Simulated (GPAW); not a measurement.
# Sb (I4/mmm) in GPAW: single point with PBE

Aim: the single point of Sb with PBE.

Program: GPAW 26.7.0. These are calculated values, not measurements. Logs are shortened: lines on timing, memory, paths and dates and some standing lists are left out, and cuts for length are marked. The log counts tension as positive stress, the text compression.

## 1. The structure

The structure is tetragonal, space group I4/mmm (No. 139). Conventional cell: a = 3.153 Å, b = 3.153 Å, c = 5.424 Å, α = 90.00°, β = 90.00°, γ = 90.00°. Sb (site symmetry 4/mmm) has 12 Sb at 3.15 to 3.51 Å as nearest neighbours.

This isn't the form of Sb at room conditions, which is rhombohedral.

## 2. Single point, PBE

File POSCAR:

```
Sb
1.0
   -1.5765401831      1.5765401831      2.7119384313
    1.5765401831     -1.5765401831      2.7119384313
    1.5765401831      1.5765401831     -2.7119384313
Sb
1
Direct
    0.0000000000      0.0000000000      0.0000000000
```

Potentials or basis: GPAW PAW data sets (gpaw-data 1.2.1), pw.

Command:

```
$ OMP_NUM_THREADS=1 gpaw run POSCAR -p 'mode=PW(600),xc=PBE,kpts={size:(12,12,12),gamma:True},occupations={name:fermi-dirac,width:0.05},nbands=15,convergence={density:1e-05,energy:1e-05},maxiter=150,txt=gpaw.txt' --properties efs -w gs.gpw
```

Output:

```text
__  _  _
 | _ |_)|_||  |
 |__||  | ||/\| - 26.7.0

Input parameters:
  mode=PW(ecut=600.0),
  convergence={'density': 1e-05, 'energy': 1e-05},
  kpts=MonkhorstPack(size=[12, 12, 12], gamma=True),
  maxiter=150,
  nbands=15,
  occupations=Occupations(name='fermi-dirac', width=0.05),
  xc=XC(name='PBE')

Diagonalizing LCAO Hamiltonian
Converting LCAO to pw mode

       Sb

Atoms  # Å, Bohr magnetons
|   | symbol |        x |        y |        z |    initial magnetic moments |
|---|--------|----------|----------|----------|-----------------------------|
| 0 |     Sb | 0.000000 | 0.000000 | 0.000000 | ( 0.0000,  0.0000,  0.0000) |

Unit cell  # Å
| periodic |         x |         y |         z |  lengths |     angles |
|----------|-----------|-----------|-----------|----------|------------|
|      yes | -1.576540 |  1.576540 |  2.711938 | 3.510779 | 126.633590 |
|      yes |  1.576540 | -1.576540 |  2.711938 | 3.510779 | 126.633590 |
|      yes |  1.576540 |  1.576540 | -2.711938 | 3.510779 |  78.849263 |

Number of symmetries: 16
Symmetry operations  # r_c * U_cc + t_c -> r_c
|    | kind |            matrix            |
|----|------|------------------------------|
|  0 |  σ   |  1, 1, 1,  0, 0,-1,  0,-1, 0 |
|  1 |  C4  |  1, 1, 1,  0, 0,-1, -1, 0, 0 |
|  2 |  E   |  1, 0, 0,  0, 1, 0,  0, 0, 1 |
|  3 |  σ   |  1, 0, 0,  0, 1, 0, -1,-1,-1 |
|  4 |  σ   |  0, 1, 0,  1, 0, 0,  0, 0, 1 |
|  5 |  C2  |  0, 1, 0,  1, 0, 0, -1,-1,-1 |
|  6 |  C2  |  0, 0, 1, -1,-1,-1,  1, 0, 0 |
|  7 |  S4  |  0, 0, 1, -1,-1,-1,  0, 1, 0 |
|  8 |  C4  |  0, 0,-1,  1, 1, 1,  0,-1, 0 |
|  9 |  σ   |  0, 0,-1,  1, 1, 1, -1, 0, 0 |
| 10 |  σ   |  0,-1, 0, -1, 0, 0,  1, 1, 1 |
| 11 |  C2  |  0,-1, 0, -1, 0, 0,  0, 0,-1 |
| 12 |  C2  | -1, 0, 0,  0,-1, 0,  1, 1, 1 |
| 13 |  i   | -1, 0, 0,  0,-1, 0,  0, 0,-1 |
| 14 |  S4  | -1,-1,-1,  0, 0, 1,  1, 0, 0 |
| 15 |  C2  | -1,-1,-1,  0, 0, 1,  0, 1, 0 |

BZ-sampling:
  Number of BZ points: 1728
  Number of IBZ points: 163

  Monkhorst-Pack size: [12, 12, 12]
  Monkhorst-Pack shift: [0.041666666666666664, 0.041666666666666664, 0.041666666666666664]

K-points  # in reciprocal-cell coordinates
|     |                                coordinates |     weight |
|-----|--------------------------------------------|------------|
|   0 | ( -0.00000000,  -0.00000000,  -0.00000000) | 0.00057870 |
|   1 | (  0.08333333,  -0.08333333,  -0.00000000) | 0.00231481 |
|   2 | (  0.08333333,  -0.08333333,   0.08333333) | 0.00231481 |
|   3 | (  0.08333333,  -0.00000000,  -0.00000000) | 0.00462963 |
|   4 | (  0.08333333,   0.08333333,  -0.08333333) | 0.00115741 |
|   5 | (  0.16666667,  -0.16666667,  -0.00000000) | 0.00231481 |
|   6 | (  0.16666667,  -0.16666667,   0.08333333) | 0.00462963 |
|   7 | (  0.16666667,  -0.16666667,   0.16666667) | 0.00231481 |
|   8 | (  0.16666667,  -0.08333333,  -0.00000000) | 0.00925926 |
|   9 | (  0.16666667,  -0.08333333,   0.08333333) | 0.00462963 |
| ... |                                            |            |
| 162 | (  0.50000000,   0.50000000,   0.50000000) | 0.00057870 |

Plane wave coefficients: 922
Cutoff: 600.0 eV

Spin-components: 1 (collinear spins)
Bands:           15
Projectors:      6
Spin-degeneracy: 2
Datatype:        complex128

Parallelization:
  kpt:    1
  domain: 1
  band:   1

Density:
  Valence electrons: 15.0
  Components: 1
  Grid points: [20 20 20]
  Charge: 0.0  # |e|

Potential:
  Grid points: [20 20 20]

species:
  Sb:
    name:    Antimony
    Z:       51.0
    valence: 15
    core:    36
    charge:  0.0  # [|e|]
    compensation charges:
      type: gauss
      rc: 0.36  # [Å]
      lmax: 2
    cutoffs:
      filter: 2.23  # [Å]
      core: 2.23  # [Å]
    projectors
    | kind |    occ | energy [eV] | rcut [Å] |
    |------|--------|-------------|----------|
    |   5s |  2.000 |     -12.815 |    1.154 |
    |   5p |  3.000 |      -4.830 |    1.233 |
    |   4d | 10.000 |     -33.514 |    1.196 |
    |    s |        |      14.396 |    1.154 |
    |    p |        |      22.381 |    1.233 |
    |    d |        |      -6.303 |    1.196 |

    Using partial waves for Sb as LCAO basis

Reference energy: -176281.558248  # eV

eigensolver:
  PPCG
  Converge bands: occupied
  niter=2

density mixing:
  MSR1-Mixer
  Pratt-step length: 0.05
  Maximum mixing coefficient: 0.75
  Old densities: 10
  SVD Regularization: 0.005
  Good broyden scale: 1.0
  Trust region scale: 1.0
  Backstep threshold: 4.0
  History deletion threshold: 6.0
  Fourier metric: weight=20.0, sigma=0.015

occupation numbers:
  Fermi-Dirac:
    width: 0.0500  # eV

poisson solver:
  ecut: 4800.0  # eV

xc functional:
  name: PBE with 2 nearest neighbor stencil

convergence criteria:
- Maximum integral of absolute [dens]ity change: 1e-05 electrons / valence electron
- Maximum [total energy] change in last 3 cyles: 1e-05 eV / valence electron
- Maximum integral of absolute [eigenst]ate change: 4e-08 eV^2 / valence electron
maximum number of iterations: 150

SCF iterations
|iter     | |      energy | eigst |  dens |
|---------|-|-------------|-------|-------|
|iter:   1| |   -4.110498 | +0.22 |       |
|iter:   2| |   -4.112142 | -2.22 | -1.83 |
|iter:   3| |   -4.106623 | -2.69 | -1.85 |
|iter:   4| |   -4.107002 | -4.04 | -2.45 |
|iter:   5| |   -4.107071 | -5.15 | -2.99 |
|iter:   6| |   -4.107075c| -6.25 | -3.72 |
|iter:   7| |   -4.107076c| -7.77c| -4.59 |
|iter:   8| |   -4.107076c| -7.70c| -5.01c|

Converged in 8 steps
Energy contributions relative to reference atoms: (reference = -176281.558248)

Energy contributions:
  Kinetic:           0.312129
  Coulomb:          -0.654296
  Zero:              0.175350
  External:          0.000000
  Xc:               -3.937481
  Entropy:          -0.005556
  Spinorbit:         0.000000
  ----------------------------
  Free energy:      -4.109853
  Extrapolated:     -4.107076

dipole moment: (-5.701896, -5.701896, -9.808308)  # |e|*Ang

Fermi level: 8.131
Eigenvalues  # (at kpt = [-0.000, -0.000, -0.000])
| band index |      eig [eV] | occ [0-2] |
|------------|---------------|-----------|
|          0 |       -21.255 |     2.000 |
|          1 |       -21.223 |     2.000 |
|          2 |       -21.186 |     2.000 |
|          3 |       -21.186 |     2.000 |
|          4 |       -21.124 |     2.000 |
|          5 |        -4.800 |     2.000 |
|          6 |        12.756 |     0.000 |
|          7 |        13.554 |     0.000 |
|          8 |        13.554 |     0.000 |
|          9 |        18.037 |     0.000 |
|         10 |        18.838 |     0.000 |
|         11 |        19.244 |     0.000 |
|         12 |        19.451 |     0.000 |
|         13 |        19.451 |     0.000 |
|         14 |        19.746 |     0.000 |

No gap
No difference between direct/indirect transitions

Forces  # eV/Ang
|       x |       y |       z |
|---------|---------|---------|
| 0.00000 | 0.00000 | 0.00000 |  # Sb   0

Stress tensor  # eV/Ang^3
|         x |         y |         z |
|-----------|-----------|-----------|
| -0.010394 | -0.000000 |  0.000000 |
| -0.000000 | -0.010394 |  0.000000 |
|  0.000000 |  0.000000 | -0.006382 |

# Writing to gs.gpw (mode='')
```

Wall time 30 s (1 thread of Arm Neoverse V1, shared host); peak memory 0.19 GiB.

What came out:

```
Free energy            : -4.1099 eV
Pressure               : 1.5 GPa
Band gap on the k mesh : none (metal or under the smearing width)
```

The run has no spin-orbit coupling, so splittings on Sb are missing.
